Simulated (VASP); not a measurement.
Set up this calculation in VASP 6.6.1, as the native input.

* Task: relaxation of cell and atoms
* Functional: PBE
* Dispersion: D3(BJ)
* Potentials or basis: VASP PAW PBE potentials, release 64 (Ca_sv, S)
* Cutoff: 600 eV
* k mesh: 8 × 8 × 8
* Occupations: gaussian, width 0.02 eV
* Spin: no spin polarisation
* Dipole correction: no
* Further INCAR settings: ALGO = Normal; EDIFF = 1e-06; IBRION = 2; EDIFFG = -0.005; NSW = 70; ISIF = 3

The structure of CaS lies in POSCAR:

```
CaS
1.0
    0.0000000000      2.8560320322      2.8560320322
    2.8560320322      0.0000000000      2.8560320322
    2.8560320322      2.8560320322      0.0000000000
Ca S
1 1
Direct
    0.0000000000      0.0000000000      0.0000000000
    0.5000000000      0.5000000000      0.5000000000
```

One way to write it, as run:

INCAR

```
ALGO = Normal
EDIFF = 1E-6
EDIFFG = -0.005
ENCUT = 600
GGA = PE
IBRION = 2
ISIF = 3
ISMEAR = 0
IVDW = 12
LASPH = True
LCHARG = False
LREAL = False
LWAVE = False
NELM = 60
NSW = 70
PREC = Accurate
SIGMA = 0.02
```

KPOINTS

```
k-points
0
Gamma
  8 8 8
```

Potentials or basis: VASP PAW PBE potentials, release 64 (Ca_sv, S).

Run with:

```console
$ cat potpaw_PBE.64/Ca_sv/POTCAR potpaw_PBE.64/S/POTCAR > POTCAR
$ mpirun -np 1 vasp_std > vasp.out
```

Results of the run:

| Property | Result |
| --- | --- |
| Relaxed volume | 22.43 Å³/atom |
| Relaxed cell | a = 3.988 Å, b = 3.988 Å, c = 3.988 Å, α = 60.00°, β = 60.00°, γ = 60.00° |
| Space group after relaxing (to 0.05 Å) | Fm-3m (No. 225) |
| Energy gained by relaxing | 6.0 meV/atom |
| Ionic steps | 3 |
| Pressure after relaxing | 0.0 GPa |
| Band gap on the k mesh | 2.29 eV, indirect (least direct gap 3.12 eV) |
| Dispersion energy per atom | -0.345 eV |

Wall time 30 s on 1 thread of Intel(R) Xeon(R) Platinum 8488C (Sapphire Rapids) (shared host), peak memory 0.2 GiB.
